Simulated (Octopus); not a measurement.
**MgO under changes of volume**

One of the cells (9.221 Å³/atom); the others are scaled copies at fixed shape and fractional positions:

```
Mg O
1.0
     0.00000    2.09700    2.09700
     2.09700    0.00000    2.09700
     2.09700    2.09700    0.00000
Mg O
1 1
Cartesian
  0.0000 0.0000 0.0000
  2.0970 2.0970 2.0970
```

The cell is a database's computed one.

- Program: Octopus 16.4
- Functional: PBE
- Potentials or basis: pseudodojo_pbe (PseudoDojo 0.5, PBE)
- Grid spacing: 0.129 Å
- k mesh: 11 × 11 × 11
- Occupations: fermi-dirac, width 0.05 eV
- Spin: no spin polarisation

| volume (Å³/atom) | energy over the lowest point (meV/atom) | gap on the mesh (eV) |
| --- | --- | --- |
| 8.668 | 64.82 | 5.53 |
| 8.853 | 42.49 | 5.31 |
| 9.037 | 25.60 | 5.09 |
| 9.221 | ? | ? |
| 9.406 | 4.52 | 4.70 |
| 9.590 | 0.00 | 4.51 |
| 9.775 | 0.06 | 4.33 |

Problem. What does the run at 9.221 Å³/atom give?

Solution. Energy over the lowest point 13.08 meV/atom; gap on the mesh 4.89 eV.

Worked out: A Birch-Murnaghan fit of order 3 (a polynomial in V^(-2/3)) to the other rows has its minimum at 9.69 Å³/atom with B0 = V·E''(V) = 176 GPa (rough, since the energies scatter). It gives 12.78 meV/atom at 9.221 Å³/atom, against the run's 13.08. A straight line through the other rows of the gap, of slope -9.98 eV per unit of ln V (its deformation potential), gives 4.90 eV, against the run's 4.89.

Energies are extrapolated to zero smearing.
